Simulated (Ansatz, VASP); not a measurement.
## One calculation of SrCl2, two programs

File POSCAR:

```
SrCl2
1.0
    0.0000000000      3.4975789795      3.4975789795
    3.4975789795      0.0000000000      3.4975789795
    3.4975789795      3.4975789795      0.0000000000
Sr Cl
1 2
Direct
    0.0000000000      0.0000000000      0.0000000000
    0.2500000000      0.2500000000      0.2500000000
    0.7500000000      0.7500000000      0.7500000000
```

The input INCAR.step1:

```
SYSTEM = SrCl2
PREC = Accurate
ENCUT = 520
ISMEAR = 0
SIGMA = 0.02
LREAL = .False.
LASPH = .True.
NELM = 100
NBANDS = 19
GGA = PE
ALGO = Normal
EDIFF = 1E-4
LWAVE = .True.
LCHARG = .False.
```

The input INCAR.step2:

```
SYSTEM = SrCl2
PREC = Accurate
ENCUT = 520
EDIFF = 1E-6
ISMEAR = 0
SIGMA = 0.02
LREAL = .False.
LASPH = .True.
NELM = 100
ALGO = Normal
ISIF = 2
LWAVE = .False.
LCHARG = .False.
METAGGA = R2SCAN
LMIXTAU = .True.
NBANDS = 19
ISTART = 1
```

Contents of KPOINTS:

```
regular mesh
0
Gamma
  6 6 6
  0 0 0
```

Input for Ansatz:

```yaml
crystal:
  lattice:
    - [0.0, 3.4975789795, 3.4975789795]
    - [3.4975789795, 0.0, 3.4975789795]
    - [3.4975789795, 3.4975789795, 0.0]
  atoms:
    - { symbol: Sr, position: [0.0, 0.0, 0.0] }
    - { symbol: Cl, position: [0.25, 0.25, 0.25] }
    - { symbol: Cl, position: [0.75, 0.75, 0.75] }
basis:
  ecutwfc: 500
kpoints:
  mp_grid: { grid: [6, 6, 6] }
  band_path: { path: [VBM, CBM], npoints: 2 }
hamiltonian:
  xc: r2scan
scf:
  occupations: { method: gaussian, width: 0.02 }
output:
  forces: true
  stress: true
  eigenvalues: true
```

Alike in both runs: task single point; functional r2SCAN; k mesh 6 × 6 × 6; occupations gaussian, width 0.02 eV; no spin polarisation.

```csv
,VASP,Ansatz
version,VASP 6.6.1,Ansatz 0.2.0
potentials or method,"VASP PAW PBE potentials, release 64 (Sr_sv, Cl)","scalar-relativistic, plane waves, PAW"
plane-wave cutoff (eV),520,500
valence electrons in the cell,24,24
```

```tsv
	VASP	Ansatz	Ansatz less VASP
gap on the k mesh at the Fermi level (eV)	5.94	5.94	+0.001
least direct gap on the mesh (eV)	5.99	5.99	0.000
pressure (GPa)	0.0	0.0	-0.04
```

Caveats: the PAW data sets were made with another functional, which shifts forces and pressure a little (VASP). r2SCAN opens gaps a little over a GGA but as a rule still falls short of measured ones. A k mesh can miss the band edges.
